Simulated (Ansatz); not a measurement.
Write the native input for Ansatz 0.2.0 that does the following.

| Quantity | Value |
| --- | --- |
| Task | band structure |
| Functional | r2SCAN |
| Potentials or basis | Ansatz PAW |
| Cutoff | 500 eV (not typed: the program's choice for these potentials) |
| k mesh | 6 × 6 × 4 |
| Occupations | fermi-dirac, width 0.05 eV |
| Spin | spin-orbit coupling, no magnetisation |
| Path | [["G", "M", "K", "G", "A", "L", "H", "A"], ["L", "M"], ["K", "H"]] |
| Points for each segment of the path | 14 |

PtSe2 (Sudovikovite):

```
Pt Se
1.0
     3.72400    0.00000    0.00000
    -1.86200    3.22508    0.00000
     0.00000    0.00000    5.06200
Pt Se
1 2
Cartesian
  0.0000 0.0000 0.0000
  1.8620 1.0750 3.7965
  0.0000 2.1501 1.2655
```

These files were run (other wordings do the same):

input.yaml

```yaml
crystal:
  lattice:
    - [3.724, 0.0, 0.0]
    - [-1.862, 3.2250786037, 0.0]
    - [0.0, 0.0, 5.062]
  atoms:
    - { symbol: Pt, position: [0.0, 0.0, 0.0] }
    - { symbol: Se, position: [0.6666666667, 0.3333333333, 0.75] }
    - { symbol: Se, position: [0.3333333333, 0.6666666667, 0.25] }
hamiltonian:
  xc: r2scan
  pseudopotentials: { kind: paw_fr }
magnetization:
  noncollinear: true
  spin_orbit: true
kpoints:
  mp_grid: { grid: [6, 6, 4] }
  band_path:
    path:
      - [[0.0, 0.0, 0.0], [0.5, 0.0, 0.0], [0.3333333333, 0.3333333333, 0.0], [0.0, 0.0, 0.0], [0.0, 0.0, 0.5], [0.5, 0.0, 0.5], [0.3333333333, 0.3333333333, 0.5], [0.0, 0.0, 0.5]]
      - [[0.5, 0.0, 0.5], [0.5, 0.0, 0.0]]
      - [[0.3333333333, 0.3333333333, 0.0], [0.3333333333, 0.3333333333, 0.5]]
    npoints: 14
scf:
  occupations: { method: fermi_dirac, width: 0.05 }
  n_extra_bands: 7
output:
  forces: true
  stress: true
  eigenvalues: true
  fatbands: true
  write_density: true
  write_potential: true
  elf: true
  volumetric_format: npy
```

Potentials or basis: Ansatz PAW.

Command:

```sh
$ ansatz run input.yaml --threads 2 --pin off --max-ram 5632MiB --backend cpu --events-out ev --progress --plain --runs-dir out
```

It gave:

```yaml
Pressure: 4.9 GPa
Largest_force: 0.355 eV/Å
Band_gap_on_the_k_mesh: none (metal or under the smearing width)
```

Caveat: the PAW data sets come from PBE, with cores solved anew for the run's functional, which leaves a small shift of forces and pressure.

Wall time 2.2 min on 2 threads of Intel(R) Xeon(R) Processor @ 2.50GHz (Skylake/Cascade Lake) (shared host), peak memory 1 GiB.
